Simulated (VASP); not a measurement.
# Sr (I4_1/amd) in VASP: settings compared

The runs below take Sr through relaxation of cell and atoms, with PBE, PBE+D2, PBE+D3, PBE+D3(BJ), PBE+D4.

Everything below comes from runs of VASP 6.6.1. Logs are shortened: lines on timing, memory, paths and dates and some standing lists are left out, and cuts for length are marked.

## (1) The crystal as given

Symmetry: I4_1/amd, No. 141, tetragonal system. The conventional cell has a = 7.413 Å, b = 7.413 Å, c = 4.042 Å, α = 90.00°, β = 90.00°, γ = 90.00°. Sr (site symmetry -4m2) is surrounded by 6 Sr at 3.84 to 4.04 Å.

This isn't the form of Sr at room conditions, which is fcc.

## (2) Relaxation of cell and atoms, PBE

INCAR reads:

```
ALGO = Normal
EDIFF = 1E-6
EDIFFG = -0.005
ENCUT = 600
GGA = PE
IBRION = 2
ISIF = 3
ISMEAR = -1
LASPH = True
LCHARG = False
LREAL = False
LWAVE = False
NELM = 80
NSW = 60
PREC = Accurate
SIGMA = 0.05
```

KPOINTS reads:

```
k-points
0
Gamma
  8 8 8
```

POSCAR reads:

```
Sr
1.0
   -3.7063582770      3.7063582770      2.0208764669
    3.7063582770     -3.7063582770      2.0208764669
    3.7063582770      3.7063582770     -2.0208764669
Sr
2
Direct
    0.0000000000      0.0000000000      0.0000000000
    0.7500000000      0.2500000000      0.5000000000
```

Potentials or basis: VASP PAW PBE potentials, release 64 (Sr_sv).

Run with:

```console
cat potpaw_PBE.64/Sr_sv/POTCAR > POTCAR
mpirun -np 1 vasp_std > vasp.out
```

OUTCAR:

```text
EDIFF = 1E-6
   EDIFFG = -0.005
   ENCUT = 600
   GGA = PE
   IBRION = 2
   ISIF = 3
   ISMEAR = -1
   LASPH = True
   LREAL = False
   NELM = 80
   NSW = 60
   PREC = Accurate

 ion  position               nearest neighbor table
   1  0.000  0.000  0.000-   2 3.84   2 3.84   2 3.84   2 3.84   2 4.79   2 4.79   2 4.79   2 4.79

   2  0.750  0.250  0.500-   1 3.84   1 3.84   1 3.84   1 3.84   1 4.79   1 4.79   1 4.79   1 4.79

  LATTYP: Found a body centered tetragonal cell.
 ALAT       =     7.4127165540
 C/A-ratio  =     0.5452458494

  Lattice vectors:

 A1 = (  -3.7063582770,   3.7063582770,   2.0208764669)
 A2 = (   3.7063582770,  -3.7063582770,   2.0208764669)
 A3 = (   3.7063582770,   3.7063582770,  -2.0208764669)

Analysis of symmetry for initial positions (statically):
=====================================================================
 Subroutine PRICEL returns:
 Original cell was already a primitive cell.

 Routine SETGRP: Setting up the symmetry group for a
 body centered tetragonal supercell.

 Subroutine GETGRP returns: Found 16 space group operations
 (whereof  8 operations were pure point group operations)
 out of a pool of 16 trial point group operations.

The static configuration has the point symmetry D_2d.
 The point group associated with its full space group is D_4h.

Analysis of symmetry for dynamics (positions and initial velocities):
=====================================================================
 Subroutine PRICEL returns:
 Original cell was already a primitive cell.

 Routine SETGRP: Setting up the symmetry group for a
 body centered tetragonal supercell.

 Subroutine GETGRP returns: Found 16 space group operations
 (whereof  8 operations were pure point group operations)
 out of a pool of 16 trial point group operations.

The dynamic configuration has the point symmetry D_2d.
 The point group associated with its full space group is D_4h.

 Subroutine INISYM returns: Found 16 space group operations
 (whereof  8 operations are pure point group operations),
 and found     1 'primitive' translations

----------------------------------------------------------------------------------------

                                     Primitive cell

  volume of cell :     111.0439

  direct lattice vectors                    reciprocal lattice vectors
    -3.706358277  3.706358277  2.020876467     0.000000000  0.134903310  0.247417399
     3.706358277 -3.706358277  2.020876467     0.134903310  0.000000000  0.247417399
     3.706358277  3.706358277 -2.020876467     0.134903310  0.134903310  0.000000000

  length of vectors
     5.617661885  5.617661885  5.617661885     0.281805381  0.281805381  0.190782091

  position of ions in fractional coordinates (direct lattice)
     0.000000000  0.000000000  0.000000000
     0.750000000  0.250000000  0.500000000

  ion indices of the primitive-cell ions
   primitive index   ion index
                 1           1
                 2           2

----------------------------------------------------------------------------------------

 KPOINTS: k-points

Automatic generation of k-mesh.
 Grid dimensions read from file:
 generate k-points for:    8    8    8

 Generating k-lattice:

  Cartesian coordinates                     Fractional coordinates (reciprocal lattice)
     0.000000000  0.016862914  0.030927175     0.125000000  0.000000000 -0.000000000
     0.016862914  0.000000000  0.030927175     0.000000000  0.125000000 -0.000000000
     0.016862914  0.016862914  0.000000000     0.000000000  0.000000000  0.125000000

  Length of vectors
     0.035225673  0.035225673  0.023847761

  Shift w.r.t. Gamma in fractional coordinates (k-lattice)
     0.000000000  0.000000000  0.000000000

 Subroutine IBZKPT returns following result:
 ===========================================

 Found     59 irreducible k-points:

 Following reciprocal coordinates:
            Coordinates               Weight
  0.000000  0.000000  0.000000      1.000000
  0.125000  0.000000  0.000000      8.000000
  0.250000  0.000000  0.000000      8.000000
  0.375000 -0.000000  0.000000      8.000000
  0.500000  0.000000  0.000000      4.000000
  0.125000  0.125000  0.000000      8.000000
[... 16 lines left out ...]
  0.250000  0.125000  0.125000     16.000000
  0.375000  0.125000  0.125000      8.000000
 [... further k-points ...]
   k-points           NKPTS =     59   k-points in BZ     NKDIM =     59   number of bands    NBANDS=     14
   number of dos      NEDOS =    301   number of ions     NIONS =      2
   total plane-waves  NPLWV = 110592
   dimension x,y,z NGX =    48 NGY =   48 NGZ =   48
   dimension x,y,z NGXF=    96 NGYF=   96 NGZF=   96
   ions per type =               2
   NGX,Y,Z   is equivalent  to a cutoff of  14.20, 14.20, 14.20 a.u.
   NGXF,Y,Z  is equivalent  to a cutoff of  28.41, 28.41, 28.41 a.u.
 SYSTEM =  unknown system
   PREC   = accura    normal or accurate (medium, high low for compatibility)
   ISTART =      0    job   : 0-new  1-cont  2-samecut
   ICHARG =      2    charge: 1-file 2-atom 10-const
   ISPIN  =      1    spin polarized calculation?
   LNONCOLLINEAR =      F non collinear calculations
   LSORBIT =      F    spin-orbit coupling
   LASPH  =      T    aspherical Exc in radial PAW
   ENCUT  =  600.0 eV  44.10 Ry    6.64 a.u.  11.22 11.22 11.22*2*pi/ulx,y,z
   NELM   =     80;   NELMIN=  2; NELMDL= -5     # of ELM steps
   EDIFF  = 0.1E-05   stopping-criterion for ELM
   LREAL  =      F    real-space projection
   EDIFFG = -.5E-02   stopping-criterion for IOM
   NSW    =     60    number of steps for IOM
   IBRION =      2    ionic relax: 0-MD 1-quasi-New 2-CG
   NFREE  =      1    steps in history (QN), initial steepest desc. (CG)
   ISIF   =      3    stress and relaxation
   ISYM   =      2    0-nonsym 1-usesym 2-fastsym
   POTIM  = 0.5000    time-step for ionic-motion
   TEBEG  =    0.0;   TEEND  =   0.0 temperature during run
   PSTRESS=    0.0 pullay stress
   NELECT =      20.0000    total number of electrons
   NUPDOWN=      -1.0000    fix difference up-down
   EMIN   =  10.00;   EMAX   =-10.00  energy-range for DOS
   EFERMI =   0.00;   METHOD = LEGACY
   ISMEAR =    -1;   SIGMA  =   0.05  broadening in eV -4-tet -1-fermi 0-gaus
   EFERMI_NEDOS =   21; number of points for ismear=-14 and -15
   IALGO  =     38    algorithm
   IMIX   =      4    mixing-type and parameters
     AMIX     =   0.40;   BMIX     =  1.00
     AMIX_MAG =   1.60;   BMIX_MAG =  1.00
  volume/ion in A,a.u.               =      55.52       374.68
  Fermi-wavevector in a.u.,A,eV,Ry     =   0.924528  1.747104 11.629602  0.854752
  Thomas-Fermi vector in A             =   2.050283
   LORBIT       =      0    0 simple, 1 ext, 2 COOP (PROOUT), +10 PAW based schemes
   GGA     = PE    functional components
   LHFCALC =     F    Hartree Fock is set to
   AEXX    =    0.0000 exact exchange contribution
   IVDW    =     0    specifies the selected vdW correction
   LEPSILON=     F    determine dielectric tensor
   LRPA    =     F    only Hartree local field effects (RPA)
 conjugate gradient relaxation of ions
 non-spin polarized calculation
  energy-cutoff  :      600.00
  volume of cell :      111.04
 maximum number of plane-waves:      3724
 NGX is ok and might be reduce to    48
   NGX = 23   NGY = 23   NGZ = 23

--------------------------------------- Ionic step        1  -------------------------------------------

 number of electron      20.0000000 magnetization

 Free energy of the ion-electron system (eV)
  ---------------------------------------------------
  ext. energy  EPLUGINS =         0.00000000
  ---------------------------------------------------
  free energy    TOTEN  =        -2.77305765 eV

  energy without entropy =       -2.74497283  energy(sigma->0) =       -2.75901524

------------------------ aborting loop because EDIFF is reached ----------------------------------------

  FORCE on cell =-STRESS in cart. coord.  units (eV):
  Direction    XX          YY          ZZ          XY          YZ          ZX
  --------------------------------------------------------------------------------------
  -------------------------------------------------------------------------------------
  Total        0.1284275      0.1284275     -0.2241501      0.0000000      0.0000000     -0.0000000
  in kB        1.8529945      1.8529945     -3.2341110      0.0000000      0.0000000     -0.0000000
  external PRESSURE =       0.1572926 kB  Pullay stress =       0.0000000 kB

 VOLUME and BASIS-vectors are now :
 -----------------------------------------------------------------------------
  energy-cutoff  :      600.00
  volume of cell :      111.04
      direct lattice vectors                 reciprocal lattice vectors
    -3.706358277  3.706358277  2.020876467     0.000000000  0.134903310  0.247417399
     3.706358277 -3.706358277  2.020876467     0.134903310  0.000000000  0.247417399
     3.706358277  3.706358277 -2.020876467     0.134903310  0.134903310  0.000000000
[... 37 lines left out ...]
 POSITION                                       TOTAL-FORCE (eV/Angst)
 -----------------------------------------------------------------------------------
      3.71784     -3.71784      2.00995        -0.000000      0.000000     -0.000000
      0.00000      3.71784      1.00497         0.000000     -0.000000      0.000000
 -----------------------------------------------------------------------------------
    total drift:                                0.000000     -0.000000      0.000000

  FREE ENERGIE OF THE ION-ELECTRON SYSTEM (eV)
  ---------------------------------------------------
  free  energy   TOTEN  =        -2.7745116952 eV

  energy  without entropy=       -2.7465184228  energy(sigma->0) =       -2.76051506

--------------------------------------- Ionic step        3  -------------------------------------------

 number of electron      20.0000000 magnetization

 Free energy of the ion-electron system (eV)
  ---------------------------------------------------
  ext. energy  EPLUGINS =         0.00000000
  ---------------------------------------------------
  free energy    TOTEN  =        -2.77486443 eV

  energy without entropy =       -2.74684533  energy(sigma->0) =       -2.76085488

 E-fermi :   1.4105     XC(G=0):  -7.3085

 val. band max:        1.3863975498   @ k =   0.5000   0.0000   0.0000
 cond. band min:       1.4133354054   @ k =   0.3750   0.1250   0.0000
 fundamental gap:      0.0269378556
 Fermi energy:         1.4104714191

 k-point     1 :       0.0000    0.0000    0.0000
  band No.  band energies     occupation
      1     -35.2895      2.00000
      2     -35.2535      2.00000
      3     -17.3746      2.00000
      4     -17.3746      2.00000
      5     -17.1631      2.00000
      6     -17.1599      2.00000
      7     -17.1455      2.00000
      8     -17.1455      2.00000
      9      -2.0448      2.00000
     10       1.0820      1.99720
     11       2.0382      0.00001
     12       2.5002      0.00000
     13       3.0889      0.00000
     14       4.0097      0.00000

 k-point     2 :       0.1250    0.0000    0.0000
  band No.  band energies     occupation
      1     -35.2868      2.00000
      2     -35.2530      2.00000
      3     -17.3720      2.00000
      4     -17.3622      2.00000
      5     -17.1936      2.00000
      6     -17.1889      2.00000
      7     -17.1504      2.00000
      8     -17.1432      2.00000
      9      -1.7996      2.00000
     10       1.2065      1.96674
[... 362 lines left out ...]
 k-point    24 :       0.3750    0.1250    0.1250
  band No.  band energies     occupation
      1     -35.2664      2.00000
      2     -35.2549      2.00000
      3     -17.3874      2.00000
      4     -17.3622      2.00000
      5     -17.3119      2.00000
      6     -17.2349      2.00000
      7     -17.2221      2.00000
      8     -17.1579      2.00000
      9       0.7757      1.99999
     10       1.3273      1.68131
     11       1.3357      1.63395
     12       1.9530      0.00004
     13       2.9389      0.00000
     14       3.3415      0.00000

 [... further k-points ...]
[... 5 lines left out ...]
  --------------------------------------------------------------------------------------
  -------------------------------------------------------------------------------------
  Total        0.0072870      0.0072870      0.0010239      0.0000000      0.0000000     -0.0000000
  in kB        0.1050016      0.1050016      0.0147539      0.0000000      0.0000000     -0.0000000
  external PRESSURE =       0.0749190 kB  Pullay stress =       0.0000000 kB

 VOLUME and BASIS-vectors are now :
 -----------------------------------------------------------------------------
  energy-cutoff  :      600.00
  volume of cell :      111.19
      direct lattice vectors                 reciprocal lattice vectors
    -3.726443450  3.726443450  2.001762592     0.000000000  0.134176194  0.249779870
     3.726443450 -3.726443450  2.001762592     0.134176194  0.000000000  0.249779870
     3.726443450  3.726443450 -2.001762592     0.134176194  0.134176194  0.000000000

 POSITION                                       TOTAL-FORCE (eV/Angst)
 -----------------------------------------------------------------------------------
     -0.00000      0.00000      0.00000         0.000000     -0.000000      0.000000
     -0.00000      3.72644      1.00088        -0.000000      0.000000     -0.000000
 -----------------------------------------------------------------------------------
    total drift:                                0.000000     -0.000000      0.000000

  FREE ENERGIE OF THE ION-ELECTRON SYSTEM (eV)
  ---------------------------------------------------
  free  energy   TOTEN  =        -2.7748644292 eV

  energy  without entropy=       -2.7468453315  energy(sigma->0) =       -2.76085488

 reached required accuracy - stopping structural energy minimisation
```

It took 1.7 min on 1 thread of Intel Xeon 6975P-C (Granite Rapids), shared host; peak memory 0.37 GiB.

Results:

```yaml
Free_energy: -2.7749 eV
Relaxed_volume: 55.59 Å³/atom
Relaxed_cell: a = 5.637 Å, b = 5.637 Å, c = 5.637 Å, α = 97.24°, β = 97.24°, γ = 138.40°
Space_group_after_relaxing_to_0.05_Å: I4_1/amd (No. 141)
Energy_gained_by_relaxing: 0.9 meV/atom
Ionic_steps: 3
Pressure_after_relaxing: 0.0 GPa
Band_gap_on_the_k_mesh: none (metal or under the smearing width)
```

The path:
| step | energy change (eV) | largest force (eV/Å) | pressure (GPa) | volume (Å³) |
| --- | --- | --- | --- | --- |
| 1 | 0.0000 | 0.0000 | 0.02 | 111.04 |
| 2 | -0.0015 | 0.0000 | 0.01 | 111.13 |
| 3 | -0.0018 | 0.0000 | 0.01 | 111.19 |

Final structure:
```xyz
2
Lattice="-3.7264 3.7264 2.0018 3.7264 -3.7264 2.0018 3.7264 3.7264 -2.0018" Properties=species:S:1:pos:R:3 pbc="T T T"
Sr    0.0000    0.0000    0.0000
Sr    0.0000    3.7264    1.0009
```

Levels at points of the mesh, in eV from the Fermi level:
```tsv
k point	band 8	band 9	band 10	band 11	band 12	band 13
(0.00, 0.00, 0.00)	-18.56	-3.46	-0.33	0.63	1.09	1.68
(0.50, 0.00, 0.00)	-18.54	-0.80	-0.04	-0.02	1.05	1.30
(0.50, 0.50, 0.00)	-18.56	-1.88	-1.88	1.07	1.07	1.58
(0.50, 0.50, 0.50)	-18.53	-1.16	-1.16	-0.08	-0.08	1.66
```

## (3) Relaxation of cell and atoms, PBE+D2

Changes to INCAR since step 2:

```diff
@@ -8,2 +8,3 @@
 ISMEAR = -1
+IVDW = 1
 LASPH = True
```

KPOINTS is that of step 2.

POSCAR is that of step 2.

Potentials or basis: VASP PAW PBE potentials, release 64 (Sr_sv).

Run with:

```console
cat potpaw_PBE.64/Sr_sv/POTCAR > POTCAR
mpirun -np 1 vasp_std > vasp.out
```

OUTCAR:

```text
EDIFF = 1E-6
   EDIFFG = -0.005
   ENCUT = 600
   GGA = PE
   IBRION = 2
   ISIF = 3
   ISMEAR = -1
   IVDW = 1
   LASPH = True
   LREAL = False
   NELM = 80
   NSW = 60
   PREC = Accurate
  IVDW =   1

 ion  position               nearest neighbor table
   1  0.000  0.000  0.000-   2 3.84   2 3.84   2 3.84   2 3.84   2 4.79   2 4.79   2 4.79   2 4.79

   2  0.750  0.250  0.500-   1 3.84   1 3.84   1 3.84   1 3.84   1 4.79   1 4.79   1 4.79   1 4.79

  LATTYP: Found a body centered tetragonal cell.
 ALAT       =     7.4127165540
 C/A-ratio  =     0.5452458494

  Lattice vectors:

 A1 = (  -3.7063582770,   3.7063582770,   2.0208764669)
 A2 = (   3.7063582770,  -3.7063582770,   2.0208764669)
 A3 = (   3.7063582770,   3.7063582770,  -2.0208764669)

Analysis of symmetry for initial positions (statically):
=====================================================================
 Subroutine PRICEL returns:
 Original cell was already a primitive cell.

 Routine SETGRP: Setting up the symmetry group for a
[... 397 lines left out ...]
 val. band max:        2.0049871888   @ k =  -0.2500  -0.2500   0.2500
 cond. band min:       2.0190180706   @ k =   0.2500   0.2500   0.1250
 fundamental gap:      0.0140308818
 Fermi energy:         2.0171853306

 k-point     1 :       0.0000    0.0000    0.0000
  band No.  band energies     occupation
      1     -34.3139      2.00000
      2     -34.2346      2.00000
      3     -16.4984      2.00000
      4     -16.4984      2.00000
      5     -16.1282      2.00000
      6     -16.1231      2.00000
      7     -16.0911      2.00000
      8     -16.0911      2.00000
      9      -1.5994      2.00000
     10       1.4374      1.99998
     11       2.7766      0.00000
     12       3.1777      0.00000
     13       3.8450      0.00000
     14       5.3436      0.00000
[... 377 lines left out ...]
      1     -34.2621      2.00000
      2     -34.2373      2.00000
      3     -16.5375      2.00000
      4     -16.4898      2.00000
      5     -16.3860      2.00000
      6     -16.2501      2.00000
      7     -16.2258      2.00000
      8     -16.1131      2.00000
      9       1.4200      1.99999
     10       1.8014      1.97364
     11       2.0683      0.52933
     12       2.7479      0.00000
     13       3.8511      0.00000
     14       4.4019      0.00000

 [... further k-points ...]

------------------------ aborting loop because EDIFF is reached ----------------------------------------

  DFT-D2 method for vdW energy calculation

  Number of pair interactions contributing to vdW energy:   16948
[... 27 lines left out ...]
  FREE ENERGIE OF THE ION-ELECTRON SYSTEM (eV)
  ---------------------------------------------------
  free  energy   TOTEN  =        -3.3574725879 eV

  energy  without entropy=       -3.3378073615  energy(sigma->0) =       -3.34763997

 reached required accuracy - stopping structural energy minimisation
```

Run time: 5.6 min. Hardware: 1 thread of Intel Xeon 6975P-C (Granite Rapids), shared host; peak memory 0.38 GiB.

Results:

```
Free energy                            : -3.3575 eV
Relaxed volume                         : 46.06 Å³/atom
Relaxed cell                           : a = 5.295 Å, b = 5.295 Å, c = 5.295 Å, α = 97.25°, β = 97.25°, γ = 138.40°
Space group after relaxing (to 0.05 Å) : I4_1/amd (No. 141)
Energy gained by relaxing              : 47.4 meV/atom
Ionic steps                            : 10
Pressure after relaxing                : 0.0 GPa
Band gap on the k mesh                 : none (metal or under the smearing width)
Dispersion energy per atom             : -0.345 eV
```

The path:
| step | energy change (eV) | largest force (eV/Å) | pressure (GPa) | volume (Å³) |
| --- | --- | --- | --- | --- |
| 1 | 0.0000 | 0.0000 | -1.34 | 111.04 |
| 2 | -0.0543 | 0.0000 | -0.96 | 103.75 |
| 3 | -0.0910 | 0.0000 | -0.35 | 95.27 |
| 4 | -0.0938 | 0.0000 | 0.08 | 91.51 |
| 5 | -0.0941 | 0.0000 | -0.04 | 92.44 |
| 6 | -0.0941 | 0.0000 | 0.00 | 92.09 |
| 7 | -0.0947 | 0.0000 | 0.03 | 91.81 |
| 8 | -0.0947 | 0.0000 | 0.04 | 91.78 |
| 9 | -0.0947 | 0.0000 | 0.02 | 91.98 |
| 10 | -0.0947 | 0.0000 | 0.00 | 92.13 |

Final structure:
```xyz
2
Lattice="-3.4999 3.4999 1.8803 3.4999 -3.4999 1.8803 3.4999 3.4999 -1.8803" Properties=species:S:1:pos:R:3 pbc="T T T"
Sr    0.0000    0.0000    0.0000
Sr    0.0000    3.4999    0.9402
```

Levels at points of the mesh, in eV from the Fermi level:
```tsv
k point	band 8	band 9	band 10	band 11	band 12	band 13
(0.00, 0.00, 0.00)	-18.11	-3.62	-0.58	0.76	1.16	1.83
(0.50, 0.00, 0.00)	-18.08	-0.77	-0.19	0.16	1.35	1.51
(0.50, 0.50, 0.00)	-18.12	-1.80	-1.80	1.14	1.14	1.92
(0.50, 0.50, 0.50)	-18.06	-1.06	-1.06	0.22	0.22	1.85
```

Caveat: atom-pairwise D2, TS and ULG terms overbind metals; the volume moved by over 15 % at a fixed basis, so the end points are rough; pairwise dispersion overbinds metals, which lowers pressure and volume.

(Continued in part 2 of 2.)
